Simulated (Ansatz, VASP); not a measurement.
One calculation of TiSi, two programs

Contents of INCAR:

```
SYSTEM = TiSi
PREC     = Accurate       ! precision mode
ENCUT    = 520            ! plane-wave cutoff, eV
EDIFF    = 1E-6           ! SCF threshold, eV
ISMEAR   = 0              ! smearing method
SIGMA    = 0.05           ! smearing width, eV
LREAL    = .FALSE.        ! projectors in reciprocal space
LASPH    = .TRUE.         ! aspherical terms in the spheres
NELM     = 60             ! most SCF steps
ALGO     = Normal         ! electronic algorithm
ISIF     = 2              ! what is computed and relaxed
LWAVE    = .FALSE.        ! write WAVECAR
LCHARG   = .TRUE.         ! write CHGCAR
GGA      = PS             ! functional
LELF     = .TRUE.         ! ELF
LVHAR    = .TRUE.       
NBANDS   = 15             ! bands
```

File KPOINTS:

```
regular mesh
0
G
  6 6 6
  0 0 0
```

Contents of POSCAR:

```
TiSi
1.0
    0.0000000000      2.6100000000      2.6100000000
    2.6100000000      0.0000000000      2.6100000000
    2.6100000000      2.6100000000      0.0000000000
Ti Si
1 1
Direct
    0.0000000000      0.0000000000      0.0000000000
    0.5000000000      0.5000000000      0.5000000000
```

Input for Ansatz:

```yaml
crystal:
  lattice:
    - [0.0, 2.61, 2.61]
    - [2.61, 0.0, 2.61]
    - [2.61, 2.61, 0.0]
  atoms:
    - { symbol: Ti, position: [0.0, 0.0, 0.0] }
    - { symbol: Si, position: [0.5, 0.5, 0.5] }
basis:
  ecutwfc: 420
kpoints:
  mp_grid: { grid: [6, 6, 6] }
hamiltonian:
  xc: pbesol
scf:
  occupations: { method: gaussian, width: 0.05 }
output:
  forces: true
  stress: true
  eigenvalues: true
```

The cell comes from a database or a generator and needn't be the stable form of this composition.

Alike in both runs: task single point; functional PBEsol; k mesh 6 × 6 × 6; occupations gaussian, width 0.05 eV; no spin polarisation.

|  | VASP | Ansatz |
| --- | --- | --- |
| version | VASP 6.6.1 | Ansatz 0.2.0 |
| potentials or method | VASP PAW PBE potentials, release 64 (Ti_sv, Si) | scalar-relativistic, plane waves, PAW |
| plane-wave cutoff (eV) | 520 | 420 |
| valence electrons in the cell | 16 | 16 |

```csv
,VASP,Ansatz,Ansatz less VASP
gap on the k mesh at the Fermi level (eV),none,none,-
pressure (GPa),-10.7,-10.8,-0.09
```

A gap of «none» marks a metal or a gap that the smearing closes.

Caveats: the PAW data sets were made with another functional, which shifts forces and pressure a little (VASP).
